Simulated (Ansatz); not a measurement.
ScAl$_{3}$ (Pm-3m), generalised stacking fault

The calculation used DFT PBE, scalar-relativistic, plane waves, PAW in Ansatz. Cutoff 420 eV, Γ-centred 11×8×4 k-points, Gaussian smearing of 0.15 eV. No spin polarisation. Energies are free energies at this smearing, counted from the undisturbed cell; pressure is positive in compression.

Reference structure (relaxed at this level; with this scan's settings it stands at 0.1 GPa; it needn't be the usual structure):

```
CELL_PARAMETERS angstrom
0.00000 0.00000 -4.10533
-4.10533 4.10533 0.00000
8.21066 8.21066 0.00000
ATOMIC_POSITIONS crystal
Sc 0.00000 0.00000 0.93750
Sc 0.00000 0.50000 0.18750
Sc 0.00000 0.00000 0.43750
Sc 0.00000 0.50000 0.68750
Al 0.50000 0.25000 0.31250
Al 0.50000 0.75000 0.56250
Al 0.50000 0.25000 0.81250
Al 0.50000 0.75000 0.06250
Al 0.50000 0.25000 0.06250
Al 0.50000 0.75000 0.31250
Al 0.50000 0.25000 0.56250
Al 0.50000 0.75000 0.81250
Al 0.00000 0.00000 0.18750
Al 0.00000 0.50000 0.43750
Al 0.00000 0.00000 0.68750
Al 0.00000 0.50000 0.93750
```

The cut lies on the cell's a–b face, a (1 1 0) plane (indices in the standard cell, whose axes needn't be the Cartesian ones shown) of area 23.83 Å², between layers 1.45 Å apart. Vector c is tilted by f times 1·a + 0·b (length 4.105 Å) with the atoms' Cartesian places fixed: one unrelaxed fault a cell. The cell is metallic on the mesh throughout.

```csv
f,γ (mJ/m²)
0.0000,0
0.1000,385
0.2000,1612
0.3000,3608
0.4000,5646
```

(1) Predict the shear traction, the slope of γ along the slip (GPa) at each point.

## Answers

(1)
| f | shear traction, the slope of γ along the slip (GPa) |
| --- | --- |
| 0.0000 | 0.0 |
| 0.1000 | 19.2 |
| 0.2000 | 40.6 |
| 0.3000 | 53.6 |
| 0.4000 | 40.4 |

Cost: 5 runs of about 14 core-minutes in all, on Arm Neoverse V1 (shared hosts).